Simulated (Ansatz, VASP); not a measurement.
# BaS: VASP beside Ansatz

INCAR

```
SYSTEM = BaS
ALGO = Normal ; EDIFF = 1E-6
ENCUT = 520 ; GGA = PS
GGA_COMPAT = .False. ; ISIF = 2
ISMEAR = 0 ; LASPH = .True.
LCHARG = .True. ; LNONCOLLINEAR = .True.
LORBIT = 11 ; LORBMOM = .True.
LREAL = .False. ; LSORBIT = .True.
LVHAR = .True. ; LWAVE = .False.
MAGMOM = 0 0 0 0 0 0 ; NBANDS = 28
NELM = 150 ; PREC = Accurate
SIGMA = 0.05
```

Contents of KPOINTS:

```
k-points
0
Gamma
  6 6 6
  0 0 0
```

POSCAR

```
BaS
1.0
    0.0000000000      3.1505867388      3.1505867388
    3.1505867388      0.0000000000      3.1505867388
    3.1505867388      3.1505867388      0.0000000000
Ba S
1 1
Direct
    0.5000000000      0.5000000000      0.5000000000
    0.0000000000      0.0000000000      0.0000000000
```

Input for Ansatz:

```yaml
crystal:
  lattice:
    - [0.0, 3.1505867388, 3.1505867388]
    - [3.1505867388, 0.0, 3.1505867388]
    - [3.1505867388, 3.1505867388, 0.0]
  atoms:
    - { symbol: Ba, position: [0.5, 0.5, 0.5] }
    - { symbol: S, position: [0.0, 0.0, 0.0] }
basis:
  ecutwfc: 420
  ecutrho_ratio: 4
kpoints:
  mp_grid: { grid: [6, 6, 6] }
hamiltonian:
  xc: pbesol
scf:
  occupations: { method: gaussian, width: 0.05 }
output:
  forces: true
  stress: true
  eigenvalues: true
  populations: true
  topological_invariants: true
magnetization:
  noncollinear: true
  spin_orbit: true
```

Alike in both runs: task single point; functional PBEsol; k mesh 6 × 6 × 6; occupations gaussian, width 0.05 eV; non-collinear spin, spin-orbit coupling.

|  | VASP | Ansatz |
| --- | --- | --- |
| version | VASP 6.6.1 | Ansatz 0.2.0 |
| potentials or method | VASP PAW PBE potentials, release 64 (Ba_sv, S) | plane waves, PAW |
| plane-wave cutoff (eV) | 520 | 420 |
| valence electrons in the cell | 16 | 16 |

Ansatz gave:

| Quantity | Value |
| --- | --- |
| gap on the k mesh at the Fermi level (eV) | 1.96 |
| least direct gap on the mesh (eV) | 2.00 |
| pressure (GPa) | 0.7 |
| net moment per atom (μB) | 0.00 |

Problem. Which values does VASP return?

Solution. gap on the k mesh at the Fermi level (eV): 1.85; least direct gap on the mesh (eV): 1.92; pressure (GPa): 1.4; net moment per atom (μB): 0.00.

With one functional, cell and mesh, what is left measures potentials, basis and numerics.

Caveats: the PAW data sets were made with another functional, which shifts forces and pressure a little (VASP).
